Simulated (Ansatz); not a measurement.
Li2S built on the antifluorite prototype at its r2SCAN geometry, run in the plane-wave code Ansatz at 2 levels of theory. (Simulation; spin polarisation is off.)

The HSE06 input:
```yaml
crystal:
  lattice:
    - [0.0, 2.8452942241, 2.8452942241]
    - [2.8452942241, 0.0, 2.8452942241]
    - [2.8452942241, 2.8452942241, 0.0]
  atoms:
    - { symbol: S, position: [0.0, 0.0, 0.0] }
    - { symbol: Li, position: [0.25, 0.25, 0.25] }
    - { symbol: Li, position: [0.75, 0.75, 0.75] }
kpoints:
  mp_grid: { grid: [6, 6, 6] }
  band_path:
    path:
      - [0.0, 0.0, 0.0]
      - [0.5, 0.0, 0.5]
      - [0.625, 0.25, 0.625]
      - [0.375, 0.375, 0.75]
      - [0.5, 0.5, 0.5]
      - [0.5, 0.25, 0.75]
      - [0.0, 0.5, 0.5]
    npoints: 1
hamiltonian:
  xc: hse06
scf:
  occupations: { method: fixed }
  n_extra_bands: 4
output:
  forces: true
  stress: true
  eigenvalues: true
  write_density: true
  write_potential: true
  elf: true
  volumetric_format: npy
```

Main results, then, where recorded, the levels near the gap in eV from the Fermi energy (columns number the bands from 0), one row a point of the path (Γ, X, U, K, L, W, X):
```
Crystal: 3 atoms, lattice volume = 46.069 Å³
Symmetry: 48 space group operations
Space group: Fm-3m (ITA 225)
```
```
Basis set: ecut = 420 eV, 893 PW (Γ)
k-points: 16 of 216
Exchange kernel: α = 0.2500, screened, ω = 0.2079 Å⁻¹, Wigner–Seitz truncation, v(0) = 1046.6588 eV·Å³, q-mesh 6×6×6
hybrid outer 1: dexx = +1.652e-3 eV, tail = 5.81e-6 eV
hybrid outer 2: dexx = +1.871e-7 eV, tail = 1.94e-9 eV, Δε = 1.04e-3 eV
hybrid SCF converged: 2 outer / 9 inner (+2 warm-up)
Free energy (F): -1316.370492 eV
Fermi energy:    1.654195 eV
--- Stress (GPa, compression-positive) ---
       -0.399779       0.000000       0.000000
        0.000000      -0.399779       0.000000
        0.000000       0.000000      -0.399779
  P = ⅓ Tr σ = -0.3998 GPa (-3.998 kbar)
```
```tsv
band_3	band_4	band_5	band_6	band_7	band_8
0.000	0.000	0.000	5.342	7.394	7.394
-2.405	-1.544	-1.544	4.335	8.234	12.568
-2.244	-2.178	-1.247	5.595	9.258	10.843
-2.244	-2.178	-1.247	5.595	9.258	10.843
-3.157	-0.552	-0.552	7.270	7.719	7.719
-2.011	-2.011	-1.880	6.502	8.535	10.166
-2.405	-1.544	-1.544	4.335	8.234	12.568
```

With HSE06 the valence top lies at Γ and the conduction bottom at X, 4.34 eV higher; the smallest vertical gap, at Γ, is 5.34 eV.

Q: In the first input these blocks are replaced (the band path and keys that only write files left aside):
```yaml
hamiltonian:
  xc: pbe0
```
What comes out?

A:
```
Basis set: ecut = 420 eV, 893 PW (Γ)
k-points: 16 of 216
hybrid outer 1: dexx = +2.531e-3 eV, tail = 6.56e-6 eV
hybrid outer 2: dexx = +3.605e-8 eV, tail = 2.64e-8 eV, Δε = 1.62e-3 eV
hybrid SCF converged: 2 outer / 8 inner (+2 warm-up)
Free energy (F): -1316.634340 eV
Fermi energy:    1.278535 eV
--- Stress (GPa, compression-positive) ---
       -0.399174       0.000000       0.000000
        0.000000      -0.399174       0.000000
        0.000000       0.000000      -0.399174
  P = ⅓ Tr σ = -0.3992 GPa (-3.992 kbar)
```
```tsv
band_3	band_4	band_5	band_6	band_7	band_8
0.000	0.000	0.000	6.031	8.136	8.136
-2.448	-1.568	-1.568	5.026	8.983	13.322
-2.286	-2.217	-1.268	6.303	10.009	11.594
-2.286	-2.217	-1.268	6.303	10.009	11.594
-3.214	-0.563	-0.563	8.003	8.457	8.457
-2.047	-2.047	-1.917	7.215	9.279	10.926
-2.448	-1.568	-1.568	5.026	8.983	13.322
```
With PBE0 the valence top lies at Γ and the conduction bottom at X, 5.03 eV higher; the smallest vertical gap, at Γ, is 6.03 eV. The mean stress, -0.4 GPa, is small, and the program warns that its thresholds are loose for a hybrid's stress.

Totals of different functionals can't be compared.

The meshes of the hybrids are coarse, so their gaps aren't converged to the digits shown.
